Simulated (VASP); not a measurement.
Runs of VASP 6.6.1 on Cr. All rows change the cell; the cell of one of them follows. The structure is tetragonal, space group I4/mmm (No. 139). Conventional cell: a = 2.498 Å, b = 2.498 Å, c = 3.680 Å, α = 90.00°, β = 90.00°, γ = 90.00°. Around Cr (site symmetry 4/mmm) lie 12 Cr at 2.50 to 2.55 Å. This isn't the form of Cr at room conditions, which is bcc.

```tsv
cell	gap on the mesh (eV)	pressure (GPa)
strain -0.040 along x and y, +0.000 along z, atoms carried along	none	7.8
strain -0.080 along x and y, +0.000 along z, atoms carried along	none	35.6
strain -0.080 along x and y, +0.080 along z, atoms carried along	none	9.4
strain +0.080 along x and y, +0.000 along z, atoms carried along	none	(a)
```

Alike in all rows: task single point; level PBE; potentials or basis VASP PAW PBE potentials, release 64 (Cr_pv); no spin polarisation; k mesh 22 × 22 × 22; cutoff (eV) 520; smearing gaussian 0.15 eV.

**Question.** Fill in the values left out.

**Answer.** (a) -31.8.

Caveats: the run has no spin polarisation, though such a crystal can be magnetic; so large a pressure means that the cell lies far from this level's equilibrium, or that cutoff or potentials fall short (some runs); the cell as given lies far from equilibrium (some runs).

A gap of «none» marks a metal or a gap under the smearing width.
